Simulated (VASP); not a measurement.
Ag, 1 atom in the cell. It takes space group Fm-3m (No. 225, cubic). Conventional cell: a = 4.002 Å, b = 4.002 Å, c = 4.002 Å, α = 90.00°, β = 90.00°, γ = 90.00°. Ag (site symmetry m-3m) is surrounded by 12 Ag at 2.83 Å. 

| Item | Value |
| --- | --- |
| Program | VASP 6.6.1 |
| Task | single point |
| Functional | LDA |
| Potentials or basis | VASP PAW LDA potentials, release 64 (Ag) |
| Cutoff | 520 eV |
| k mesh | 14 × 14 × 27 |
| Occupations | methfessel-paxton, width 0.1 eV |
| Spin | no spin polarisation |
| Further INCAR settings | ALGO = Fast; EDIFF = 1e-06 |

Potentials or basis: VASP PAW LDA potentials, release 64 (Ag).

Launch:

```sh
$ cat potpaw_LDA.64/Ag/POTCAR > POTCAR
$ mpirun -np 1 vasp_std > vasp.out
```

Hardware: 1 thread of Intel(R) Xeon(R) Platinum 8488C (Sapphire Rapids) (shared host).

Q: Estimate the wall time of this run.

A: Wall time 86 s on 1 thread of Intel(R) Xeon(R) Platinum 8488C (Sapphire Rapids), on a shared host, peak memory 0.33 GiB. Counts: scf iterations 12, k points 1422.
